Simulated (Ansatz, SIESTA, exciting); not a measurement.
## One calculation of AlN, 3 ways

```
Al N
1.0
     0.00000    2.18399    2.18399
     2.18399    0.00000    2.18399
     2.18399    2.18399    0.00000
Al N
1 1
Direct
  0.00000 0.00000 0.00000
  0.25000 0.25000 0.25000
```

Measurements of this composition are mostly on another form, of space group No. 186.

Alike in all runs: task band structure; functional RPBE; k mesh 10 × 10 × 10; occupations fermi-dirac, width 0.05 eV; no spin polarisation; no spin-orbit coupling. Pressure is positive in compression and, in plane waves, holds the error of the finite cutoff. Gaps are the smaller of the mesh's and the band path's.

| program and potentials | plane-wave cutoff (eV) | notes | band gap (eV) | pressure (GPa) |
| --- | --- | --- | --- | --- |
| exciting, all-electron LAPW+lo, shipped species files, valence relativity iora* | - | - | 3.37 | - |
| Ansatz, all-electron LAPW, scalar-relativistic | - | - | 3.36 | 8.39 |
| SIESTA, files PseudoDojo sr-pbe-0.4.1-standard, DZP (energy shift 0.002 Ry; radii capped at 9.5 bohr) | - | atomic basis; potentials made for PBE | 3.29 | 7.13 |

The band gap spans 3.29 (SIESTA, files PseudoDojo sr-pbe-0.4.1-standard, DZP (energy shift 0.002 Ry; radii capped at 9.5 bohr)) to 3.37 eV (exciting, all-electron LAPW+lo, shipped species files, valence relativity iora*), with all-electron results at 3.36 to 3.37. The pressure spans 7.13 (SIESTA, files PseudoDojo sr-pbe-0.4.1-standard, DZP (energy shift 0.002 Ry; radii capped at 9.5 bohr)) to 8.39 GPa (Ansatz, all-electron LAPW, scalar-relativistic), with all-electron results at 8.39. The paths' points differ, which is worth about 0.01 eV. Rows in atomic bases carry the error of their basis and grid, which can be large.

The functional is the same throughout but for its coding, so the spread measures potentials, basis and numerics; runs on potential files found faulty are left out.

The three calculations agree that zincblende AlN is a wide-gap semiconductor, and the two all-electron gaps, 3.36 and 3.37 eV, are practically the same. The gap is wide because the bonds are short and strongly polar: the valence-band top is mainly N 2p, while the empty states with Al character lie well above it. It is nevertheless far below the gap known for this polymorph, as expected of Kohn-Sham eigenvalues from a semilocal functional, which lack the derivative discontinuity. Agreement between the codes therefore confirms the RPBE value, not the true quasiparticle gap.

Both printed pressures are positive, so the cell is smaller than RPBE would choose. This fits the functional's tendency to weaken bonds and overestimate lattice constants, and need not mean that the real crystal would be strained at this volume. The lower SIESTA pressure may come from the finite atomic basis or from the potentials, which these rows cannot separate. With only one structure computed, nothing follows about the stability of zincblende relative to wurtzite.
